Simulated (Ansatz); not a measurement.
# One shape, several levels: [C3H5O2]− (SMILES CCC(=O)[O-])

Wanted: a comparison of 3 runs (PBE-QIDH/6-31G*, r2SCAN/6-31G*, RPA@PBE/6-31G*) of [C3H5O2]−. 

The calculation is run with Ansatz 0.2.0.

2 further runs of the same task are left out: 2 set aside as unsound or not needed. Runs told in other sessions of the task aren't counted.

### Step 1. Starting point

The species is [C3H5O2]− (10 atoms), meant as a singlet with charge -1. As SMILES, `CCC(=O)[O-]`. The C1–H7 distance was set to 1.420 Å, away from the relaxed value.

Bond lengths: C1–C2 1.517 Å, C2–C3 1.555 Å, C3–O4 1.249 Å, C3–O5 1.249 Å, C1–H6 1.093 Å, C1–H8 1.098 Å, C2–H9 1.096 Å, C2–H10 1.097 Å. Some angles: C1–C2–C3 115.2°, C2–C3–O4 114.6°, C2–C3–O5 116.6°, O4–C3–O5 128.8°, C1–C2–H9 110.8°, C1–C2–H10 110.8°, C3–C2–H9 107.1°, C3–C2–H10 107.0°, C2–C1–H6 110.6°, C2–C1–H8 112.0°. A long bond or contact: C1–H7 1.420 Å.

### Step 2. A single-point energy at PBE-QIDH/6-31G(d) (spherical functions) (run 1)

input.yaml

```yaml
crystal:
  periodic: [false, false, false]
  atoms:
    - {symbol: C, position_ang: [-0.730547, -0.392545, 0.844264]}
    - {symbol: C, position_ang: [0.692593, -0.076045, 0.424774]}
    - {symbol: C, position_ang: [0.829143, 0.979775, -0.708806]}
    - {symbol: O, position_ang: [2.005733, 1.236435, -1.040796]}
    - {symbol: O, position_ang: [-0.233757, 1.453255, -1.162396]}
    - {symbol: H, position_ang: [-1.239297, 0.509855, 1.191764]}
    - {symbol: H, position_ang: [-1.482320, -0.874440, -0.260340]}
    - {symbol: H, position_ang: [-0.765487, -1.143395, 1.645014]}
    - {symbol: H, position_ang: [1.277393, 0.289755, 1.277064]}
    - {symbol: H, position_ang: [1.207883, -0.981825, 0.083594]}
basis:
  gaussian:
    orbitals: 6-31G_st_-spherical.json
total_charge: -1
hamiltonian:
  xc: {name: PBE-QIDH}
correlation:
  frozen_orbitals: {C: 1, H: 0, O: 1}
accuracy: high
output: {orbitals: {seedname: orbitals}}
```

The basis set 6-31G* is read from a file made from the Basis Set Exchange's data (not shown).

Run with:

```sh
ansatz run input.yaml --threads 1 --pin off --max-ram 3480MiB --events-out events.jsonl --progress --plain --runs-dir runs
```

Standard output:

```text
Warning: RAYON_NUM_THREADS=1 ignored (pool sized by the plan → 1); use --threads N
Functional definition: PBE-QIDH
  name "PBE-QIDH"
  parameter a = 3^(-1/3)
  parameter c = 1/3
  exchange = (1 - a)*pbe_x + a*exact_x
  correlation = (1 - c)*pbe_c + c*(mp2_os + mp2_ss)
1934 factors; integrals over basis functions are off by at most 2.9e-9 eV
mean field evaluation 1: about -7264.1950 eV, gradient 3.9e1 eV
mean field evaluation 2: about -7264.2603 eV, gradient 4.0e1 eV
mean field evaluation 4: about -7267.2887 eV, gradient 2.7e0 eV
mean field evaluation 8: about -7267.3119 eV, gradient 5.6e-2 eV
mean field evaluation 16: about -7267.3119 eV, gradient 4.1e-5 eV
mean field -7267.31187027 eV, -267.0687852714 hartree, gradient 5.6e-8 eV, S^2 0.000000; 0 other end points of the search recorded, 0 dependent functions left out
5 core orbitals not correlated: weight in the atoms' cores, before any rotation towards them, 1.000 or more for the frozen orbitals, at most 0.000 for the correlated occupied ones
reference -7267.31187092 eV, -267.0687852955 hartree; 15, 15 occupied and 60, 60 virtual orbitals, 1934 factors
second order -22.99411831 eV of doubles, -0.00000000 eV of singles
Total energy: -7274.97657702 eV, -267.3504580494 hartree
```

Wall time 9.9 s (1 thread of Arm Neoverse V2, shared host); peak memory 0.25 GiB.

### Step 3. The energy at r2SCAN/6-31G(d) (spherical functions) (run 2)

job.yaml

```yaml
crystal:
  periodic: [false, false, false]
  atoms:
    - {symbol: C, position_ang: [-0.730547, -0.392545, 0.844264]}
    - {symbol: C, position_ang: [0.692593, -0.076045, 0.424774]}
    - {symbol: C, position_ang: [0.829143, 0.979775, -0.708806]}
    - {symbol: O, position_ang: [2.005733, 1.236435, -1.040796]}
    - {symbol: O, position_ang: [-0.233757, 1.453255, -1.162396]}
    - {symbol: H, position_ang: [-1.239297, 0.509855, 1.191764]}
    - {symbol: H, position_ang: [-1.482320, -0.874440, -0.260340]}
    - {symbol: H, position_ang: [-0.765487, -1.143395, 1.645014]}
    - {symbol: H, position_ang: [1.277393, 0.289755, 1.277064]}
    - {symbol: H, position_ang: [1.207883, -0.981825, 0.083594]}
basis:
  gaussian: {orbitals: 6-31G_st_-spherical.json}
total_charge: -1
hamiltonian: {xc: r2scan}
accuracy: high
output: {orbitals: {seedname: orbitals}}
```

The basis set 6-31G* is read from a file made from the Basis Set Exchange's data (not shown).

Run with:

```sh
ansatz run job.yaml --threads 1 --pin off --max-ram 3480MiB --events-out events.jsonl --progress --plain --runs-dir runs
```

Standard output:

```text
Warning: RAYON_NUM_THREADS=1 ignored (pool sized by the plan → 1); use --threads N
Functional definition: r2SCAN
  name "r2SCAN"
  parameter k0 = 0.174
  parameter k1 = 0.065
  parameter a1 = 4.9479
  exchange = r2scan_x(k0 = k0, k1 = k1, a1 = a1)
  correlation = r2scan_c
1934 factors; integrals over basis functions are off by at most 2.9e-9 eV
mean field evaluation 1: about -7278.5412 eV, gradient 4.5e1 eV
mean field evaluation 2: about -7272.3800 eV, gradient 7.4e1 eV
mean field evaluation 4: about -7282.5188 eV, gradient 3.1e0 eV
mean field evaluation 8: about -7282.5402 eV, gradient 1.7e-1 eV
mean field evaluation 16: about -7282.5403 eV, gradient 1.2e-5 eV
mean field -7282.54026696 eV, -267.6284185276 hartree, gradient 6.7e-8 eV, S^2 0.000000; 0 other end points of the search recorded, 0 dependent functions left out
reference -7282.54026740 eV, -267.6284185440 hartree; 20, 20 occupied and 60, 60 virtual orbitals, 1934 factors
Total energy: -7282.54026740 eV, -267.6284185440 hartree
```

Run time: 12 s. Hardware: 1 thread of Arm Neoverse V2, shared host; peak memory 0.26 GiB.

### Step 4. A single-point energy at RPA@PBE/6-31G(d) (spherical functions) (run 3)

molecule.yaml

```yaml
basis:
  gaussian:
    orbitals: 6-31G_st_-spherical.json
crystal:
  periodic: [false, false, false]
  atoms:
    - {symbol: C, position_ang: [-0.730547, -0.392545, 0.844264]}
    - {symbol: C, position_ang: [0.692593, -0.076045, 0.424774]}
    - {symbol: C, position_ang: [0.829143, 0.979775, -0.708806]}
    - {symbol: O, position_ang: [2.005733, 1.236435, -1.040796]}
    - {symbol: O, position_ang: [-0.233757, 1.453255, -1.162396]}
    - {symbol: H, position_ang: [-1.239297, 0.509855, 1.191764]}
    - {symbol: H, position_ang: [-1.482320, -0.874440, -0.260340]}
    - {symbol: H, position_ang: [-0.765487, -1.143395, 1.645014]}
    - {symbol: H, position_ang: [1.277393, 0.289755, 1.277064]}
    - {symbol: H, position_ang: [1.207883, -0.981825, 0.083594]}
hamiltonian:
  xc: pbe
correlation:
  method: rpa
  frozen_orbitals: {C: 1, H: 0, O: 1}
accuracy: high
total_charge: -1
```

The basis set 6-31G* is read from a file made from the Basis Set Exchange's data (not shown).

Run with:

```sh
ansatz run molecule.yaml --threads 1 --pin off --max-ram 3480MiB --events-out events.jsonl --progress --plain --runs-dir runs
```

Standard output:

```text
Warning: RAYON_NUM_THREADS=1 ignored (pool sized by the plan → 1); use --threads N
Functional definition: PBE
  name "PBE"
  parameter kappa = 0.804
  parameter beta = 0.06672455060314922
  exchange = pbe_x(kappa = kappa, mu = beta*pi^2/3)
  correlation = pbe_c(beta = beta)
1934 factors; integrals over basis functions are off by at most 2.9e-9 eV
mean field evaluation 1: about -7273.2147 eV, gradient 4.9e1 eV
mean field evaluation 2: about -7273.2040 eV, gradient 4.9e1 eV
mean field evaluation 4: about -7277.6667 eV, gradient 1.2e1 eV
mean field evaluation 8: about -7277.9565 eV, gradient 3.0e-1 eV
mean field evaluation 16: about -7277.9562 eV, gradient 3.0e-5 eV
mean field -7277.95618016 eV, -267.4599564451 hartree, gradient 6.5e-8 eV, S^2 0.000000; 0 other end points of the search recorded, 0 dependent functions left out
5 core orbitals not correlated: weight in the atoms' cores, before any rotation towards them, 1.000 or more for the frozen orbitals, at most 0.000 for the correlated occupied ones
reference -7242.89984381 eV, -266.1716598461 hartree; 15, 15 occupied and 60, 60 virtual orbitals, 1934 factors
Total energy: -7273.94795628 eV, -267.3126569342 hartree
```

Wall time 12 s (1 thread of Arm Neoverse V2, shared host); peak memory 0.31 GiB.

### Step 5. The series

| run | level | frozen core orbitals | energy (Eh) | HOMO energy (eV) | LUMO energy (eV) | HOMO–LUMO gap (eV) | wall time |
| --- | --- | --- | --- | --- | --- | --- | --- |
| 1 | PBE-QIDH/6-31G* (spherical functions) | 5 | -267.350458 | -3.14 | 8.19 | 11.32 | 9.9 s |
| 2 | r2SCAN/6-31G* (spherical functions) | – | -267.628419 | 1.12 | 5.44 | 4.32 | 12 s |
| 3 | RPA@PBE/6-31G* (spherical functions) | 5 | -267.312657 | – | – | – | 12 s |

### Step 6. Summary of results

| quantity | value |
| --- | --- |
| run 3: total energy | -267.31266 Eh |
| run 3: RPA correlation energy (valence) | -1141.0 mEh |

In words: Totals of different functionals can't be ranked against each other. In run 2 the HOMO lies above zero, from self-interaction, a short basis or an electron that isn't bound. All runs together took 33 s, the longest 12 s.
